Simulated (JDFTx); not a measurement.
The system is I.

```
CELL_PARAMETERS angstrom
0.00000 2.36560 3.90984
2.19225 0.00000 3.90984
2.19225 2.36560 0.00000
ATOMIC_POSITIONS crystal
I 0.00000 0.00000 0.00000
```

```yaml
Program: JDFTx 1.7.0 (patched build)
Task: relaxation of cell and atoms
Functional: PBEsol
Potentials_or_basis: PseudoDojo-SR-PBEsol-0.4.1-standard
Cutoff: 952 eV
Density_cutoff: 3810 eV
k_mesh: 9 × 9 × 9
Occupations: fermi-dirac, width 0.05 eV
Spin: no spin polarisation
```

At the start: pressure -1.3 GPa; volume 40.55 Å³/atom.

Task: How do energy, volume and symmetry change on relaxing?

Result: Over 9 steps the energy falls by 10.0 meV/atom and the volume is 37.54 Å³/atom (-7.4 %); space group Fmmm (No. 69, to 0.05 Å).

The path:
```csv
step,energy change (eV),largest force (eV/Å),pressure (GPa),volume (Å³)
1,0.0000,0.0000,-1.35,40.55
2,-0.0025,0.0000,-1.15,40.30
3,-0.0079,0.0000,-0.06,39.08
4,-0.0082,0.0000,-0.13,39.02
5,-0.0091,0.0000,-0.08,38.54
6,-0.0100,0.0000,-0.04,37.51
7,-0.0100,0.0000,0.05,37.46
8,-0.0100,0.0000,0.01,37.50
9,-0.0100,0.0000,0.00,37.54
```

Final structure:
```xyz
1
Lattice="0.0000 2.3192 3.7331 2.1679 0.0000 3.7331 2.1679 2.3192 0.0000" Properties=species:S:1:pos:R:3 pbc="T T T"
I     0.0000    0.0000    0.0000
```

Caveat: the plane waves are those of the starting cell, so after so large a change of volume the result is rough; an odd number of electrons without spin polarisation forces a metal; a magnetic or distorted state may lie lower.
